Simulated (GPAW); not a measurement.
Cu:

```
CELL_PARAMETERS angstrom
-1.44279 1.44279 1.37608
1.44279 -1.44279 1.37608
1.44279 1.44279 -1.37608
ATOMIC_POSITIONS crystal
Cu 0.00000 0.00000 0.00000
```

This isn't the form of Cu at room conditions, which is fcc.

Base run:

| Item | Value |
| --- | --- |
| Program | GPAW 26.7.0 |
| Functional | TPSS |
| Potentials or basis | GPAW PAW data sets (gpaw-data 1.2.1) |
| Cutoff | 600 eV |
| Basis | pw |
| k mesh | 13 × 13 × 13 |
| Occupations | fermi-dirac, width 0.05 eV |
| Spin | no spin polarisation |

Its results: pressure 1.5 GPa.

The run is repeated on the same cell with these changes: functional from TPSS to SCAN. What comes out?

Pressure -0.5 GPa.

Caveats: with this Cu data set, volumes or pressures lay over 1.5 % or 2 GPa off other programs in two to four cells of ten; the PAW data sets were made with another functional, which shifts forces and pressure a little.
